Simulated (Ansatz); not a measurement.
Crystal: HgTe (Coloradoite).

```
CELL_PARAMETERS angstrom
0.00000 3.21450 3.21450
3.21450 0.00000 3.21450
3.21450 3.21450 0.00000
ATOMIC_POSITIONS crystal
Hg 0.00000 0.00000 0.00000
Te 0.75000 0.75000 0.75000
```

```yaml
Program: Ansatz 0.2.0
Task: relaxation of cell and atoms
Functional: revPBE
Dispersion: D4
Potentials_or_basis: all-electron LAPW, scalar-relativistic
Basis_error_allowed: 0.001 eV/atom
k_mesh: 7 × 7 × 7
Occupations: fermi-dirac, width 0.05 eV
Spin: no spin polarisation
```

At the start: volume 33.22 Å³/atom.

**Question.** How do energy, volume and symmetry change on relaxing?

**Answer.** Over 5 steps the energy falls by 11.9 meV/atom and the volume is 34.96 Å³/atom (+5.2 %); space group F-43m (No. 216, to 0.05 Å).

Step by step:
```
step  energy change (eV)  largest force (eV/Å)  volume (Å³)
   1              0.0000                0.0000        66.43
   2             -0.0170                0.0000        71.98
   3             -0.0238                0.0000        70.15
   4             -0.0239                0.0000        69.92
   5             -0.0239                0.0000        69.92
```

Final structure:
```
Hg Te
1.0
     0.00000    3.26978    3.26978
     3.26978    0.00000    3.26978
     3.26978    3.26978    0.00000
Hg Te
1 1
Direct
  0.00000 0.00000 0.00000
  0.75000 0.75000 0.75000
```
